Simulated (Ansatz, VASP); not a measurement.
**Pt in VASP and in Ansatz**

```
CELL_PARAMETERS angstrom
-1.55688 1.55688 1.55688
1.55688 -1.55688 1.55688
1.55688 1.55688 -1.55688
ATOMIC_POSITIONS crystal
Pt 0.00000 0.00000 0.00000
```

The cell was built by a generator and needn't be a form met in nature.

Alike in both runs: task relaxation of cell and atoms; functional RPBE; k mesh 14 × 14 × 14; occupations fermi-dirac, width 0.1 eV; no spin polarisation.

|  | VASP | Ansatz |
| --- | --- | --- |
| version | VASP 6.6.1 | Ansatz 0.2.0 |
| potentials or method | VASP PAW PBE potentials, release 64 (Pt) | plane waves (420 eV) with PAW, scalar-relativistic |
| plane-wave cutoff (eV) | 600 | 420 |
| valence electrons in the cell | 10 | 18 |

```csv
,VASP,Ansatz,Ansatz less VASP
relaxed volume (Å³/atom),16.10,16.13,+0.036
relaxed cell length with the largest relative difference (Å),2.755,2.757,+0.0021
energy change over the relaxation (meV/atom),-50,-53,-3.0
```

The two sets of potentials don't hold the same shells in valence.

Caveats: the PAW data sets were made with another functional, which shifts forces and pressure a little (VASP). The runs have no spin-orbit coupling, so splittings on Pt are missing.
